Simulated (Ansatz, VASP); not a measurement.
## WS2 in VASP and in Ansatz

```
W S
1.0
     1.58589    0.91561    6.23747
    -1.58589    0.91561    6.23747
     0.00000   -1.83122    6.23747
W S
1 2
Direct
  0.99999 0.99999 0.99999
  0.41680 0.41680 0.41680
  0.24988 0.24988 0.24988
```

The cell was built by a generator and needn't be a form met in nature.

Alike in both runs: task single point; functional PBE; k mesh 6 × 6 × 6; no spin polarisation.

```csv
,VASP,Ansatz
version,VASP 6.6.1,Ansatz 0.2.0
potentials or method,"VASP PAW PBE potentials, release 64 (W_sv, S)","plane waves, PAW"
plane-wave cutoff (eV),520,420
occupations,"gaussian, width 0.01 eV",fixed
valence electrons in the cell,26,26
```

```csv
,VASP,Ansatz,Ansatz less VASP
gap on the k mesh at the Fermi level (eV),1.09,1.08,-0.015
pressure (GPa),3.2,3.3,+0.04
largest component of the traceless stress (GPa),0.92,0.92,+0.003
rms of the force components (eV/Å),0.095,0.094,-0.0013
```

Atom by atom the forces differ by 0.001 eV/Å (rms over components).

Caveats: spin-orbit coupling is left out, which moves the levels of the heavy elements. Expect the measured gap to be larger: semilocal functionals such as PBE lack the derivative discontinuity. A k mesh can miss the band edges.
